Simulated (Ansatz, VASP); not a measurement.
# Hf2H in VASP and in Ansatz

```xyz
3
Lattice="0.0000 3.2254 3.2254 3.2254 0.0000 3.2254 3.2254 3.2254 0.0000" Properties=species:S:1:pos:R:3 pbc="T T T"
Hf    0.0000    0.0000    0.0000
Hf    1.6127    1.6127    1.6127
H     3.2254    3.2254    3.2254
```

Alike in both runs: functional PBE; k mesh 6 × 6 × 6; occupations gaussian, width 0.1 eV; no spin polarisation.

Ansatz relaxed the structure, and its values are those at the end. VASP's run is a single point on that final structure, the one shown.

|  | VASP | Ansatz |
| --- | --- | --- |
| version | VASP 6.6.1 | Ansatz 0.2.0 |
| potentials or method | VASP PAW PBE potentials, release 64 (Hf_pv, H) | scalar-relativistic, plane waves, PAW |
| plane-wave cutoff (eV) | 520 | 420 |
| valence electrons in the cell | 21 | 53 |

```tsv
	VASP	Ansatz	Ansatz less VASP
gap on the k mesh at the Fermi level (eV)	none	none	-
pressure (GPa)	-0.2	0.2	+0.35
```

A gap of «none» marks a metal or a gap that the smearing closes. The two sets of potentials don't hold the same shells in valence.

The runs have no spin-orbit coupling, so splittings on Hf are missing.
